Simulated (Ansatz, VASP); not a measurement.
One calculation of H, two programs

INCAR

```
PREC     = Accurate       # precision mode
ENCUT    = 520            # plane-wave cutoff, eV
EDIFF    = 1E-6           # SCF threshold, eV
ISMEAR   = 0              # smearing method
SIGMA    = 0.05           # smearing width, eV
LREAL    = False          # projectors in reciprocal space
LASPH    = True           # aspherical terms in the spheres
NELM     = 100            # most SCF steps
ALGO     = Normal         # electronic algorithm
ISIF     = 2              # what is computed and relaxed
LWAVE    = False          # write WAVECAR
LCHARG   = False          # write CHGCAR
GGA      = PE             # functional
NBANDS   = 6              # bands
```

KPOINTS

```
regular mesh
0
Gamma
  14 14 34
```

POSCAR

```
H
1.0
    2.6828652087      0.0000000000      0.0000000000
    0.0000000000      2.6828652087      0.0000000000
    0.0000000000      0.0000000000      1.0222030888
H
1
Direct
    0.0000000000      0.0000000000      0.5000000000
```

Input for Ansatz:

```yaml
crystal:
  lattice:
    - [2.6828652087, 0.0, 0.0]
    - [0.0, 2.6828652087, 0.0]
    - [0.0, 0.0, 1.0222030888]
  atoms:
    - { symbol: H, position: [0.0, 0.0, 0.5] }
basis:
  ecutwfc: 420
kpoints:
  mp_grid: { grid: [14, 14, 34] }
hamiltonian:
  xc: pbe
scf:
  occupations: { method: gaussian, width: 0.05 }
output:
  forces: true
  stress: true
  eigenvalues: true
```

Alike in both runs: task single point; functional PBE; k mesh 14 × 14 × 34; occupations gaussian, width 0.05 eV; no spin polarisation.

|  | VASP | Ansatz |
| --- | --- | --- |
| version | VASP 6.6.1 | Ansatz 0.2.0 |
| potentials or method | VASP PAW PBE potentials, release 64 (H) | scalar-relativistic, plane waves, PAW |
| plane-wave cutoff (eV) | 520 | 420 |
| valence electrons in the cell | 1 | 1 |

|  | VASP | Ansatz | Ansatz less VASP |
| --- | --- | --- | --- |
| gap on the k mesh at the Fermi level (eV) | none | none | - |
| pressure (GPa) | -2.5 | -2.3 | +0.28 |
| largest component of the traceless stress (GPa) | 7.98 | 7.94 | -0.042 |

A gap of «none» marks a metal or a gap that the smearing closes.
